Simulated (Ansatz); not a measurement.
A run of Ansatz 0.2.0:

Contents of input.yaml:

```yaml
crystal:
  lattice:
    - [3.113, 0.0, 0.0]
    - [-1.5565, 2.695937082, 0.0]
    - [0.0, 0.0, 4.981]
  atoms:
    - { symbol: Al, position: [0.6666666667, 0.3333333333, 0.5] }
    - { symbol: Al, position: [0.3333333333, 0.6666666667, 0.0] }
    - { symbol: "N", position: [0.6666666667, 0.3333333333, 0.88] }
    - { symbol: "N", position: [0.3333333333, 0.6666666667, 0.38] }
kpoints:
  mp_grid: { grid: [10, 10, 6] }
  band_path:
    path:
      - [0.0, 0.0, 0.0]
      - [0.5, 0.0, 0.0]
      - [0.3333333333, 0.3333333333, 0.0]
      - [0.0, 0.0, 0.0]
      - [0.0, 0.0, 0.5]
      - [0.5, 0.0, 0.5]
      - [0.3333333333, 0.3333333333, 0.5]
      - [0.0, 0.0, 0.5]
    npoints: 12
scf:
  occupations: { method: fermi_dirac, width: 0.05 }
hamiltonian:
  xc: pbesol
  pseudopotentials: { kind: all_electron, lapw: { basis_error: 0.002 } }
output:
  forces: true
  stress: true
  eigenvalues: true
```

Potentials or basis: all-electron LAPW, scalar-relativistic.

The run is started by

```console
$ ansatz run input.yaml --threads 2 --pin off --max-ram 6144MiB --backend cpu --events-out ev --progress --plain --runs-dir out
```

Hardware: 2 threads of Arm Neoverse V1 (shared host).

**Question.** How long does it take, and how much memory?

**Answer.** Wall time 23 s on 2 threads of Arm Neoverse V1, on a shared host, peak memory 0.36 GiB. Counts: scf iterations 8, plane waves 615, k points 56, bands 22.
